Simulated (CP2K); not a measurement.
Crystal: CoSi.

```
Co Si
1.0
     5.56267    0.00000    0.00000
     0.00000    2.78133    0.00000
     0.00000    0.00000    2.78133
Co Si
2 2
Direct
  0.00000 0.00000 0.00000
  0.50000 0.00000 0.00000
  0.25000 0.50000 0.50000
  0.75000 0.50000 0.50000
```

Measurements of this composition are mostly on another form, of space group No. 198.

Base run:

```yaml
Program: CP2K 2026.2
Functional: PBEsol
Potentials_or_basis: POTENTIAL_UZH Co GTH-PBE-q17, Si GTH-PBE-q4; DZVP-MOLOPT-PBE-GTH basis
Density_cutoff: 11565 eV
k_mesh: 4 × 7 × 7
Occupations: fermi-dirac, width 0.05 eV
Spin: collinear spin, zero start
Starting_moments: "[0.0, 0.0, 0.0, 0.0] μB"
```

Its results: band gap on the k mesh none (metal or under the smearing width); pressure -6.8 GPa; net moment 0.00 μB per cell.

The run is repeated on the same cell with these changes: spin from collinear spin, zero start to collinear spin, antiferromagnetic start; moments at the start from [0.0, 0.0, 0.0, 0.0] to [2.0, -2.0, 0.0, 0.0]. What comes out?

Band gap on the k mesh none (metal or under the smearing width); pressure -6.0 GPa; net moment 0.00 μB per cell; site moments Co +0.46, -0.46; Si -0.00 μB.

Caveats: the potentials were made for another functional, which shifts forces and pressure; the basis of atomic orbitals isn't converged, which shifts pressures, moduli and gaps.
